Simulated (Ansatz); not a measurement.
Crystal: C.

```
C
1.0
     0.00000    1.78337    1.78337
     1.78337    0.00000    1.78337
     1.78337    1.78337    0.00000
C
2
Direct
  0.75000 0.75000 0.75000
  0.50000 0.50000 0.50000
```

This isn't the form of C at room conditions, which is graphite.

Program: Ansatz 0.2.0. Alike in all runs: cell as given. Hardware: 1 thread of Arm Neoverse V2 (shared host).

Question: Order these runs on this cell by their wall time, lowest first.
A. task projected density of states; level SVWN5+D3(BJ); potentials or basis Ansatz PAW; spin SOC, no magnetisation; k mesh 13 × 13 × 13; cutoff (eV) 420; smearing cold 0.15 eV; other keys hamiltonian.pseudopotentials = kind paw_fr; …
B. task atomic charges; level B3LYP+D3(BJ)-ATM; potentials or basis JTH PAW LDA; spin off; k mesh 8 × 8 × 8; cutoff (eV) 780; smearing fixed
C. task electron localisation function; level PBE; potentials or basis SSSP precision PAW; spin off; k mesh 13 × 13 × 13; cutoff (eV) 612; smearing fermi-dirac 0.01 eV

Answer: C (1.2 s), A (7.2 s), B (26 s).

Caveats: odd divisions of the mesh miss points on the zone boundary, where band edges often lie, so the gap on the mesh can be too wide (some runs); the dispersion damping was fitted for another functional or another form of the correction (some runs).
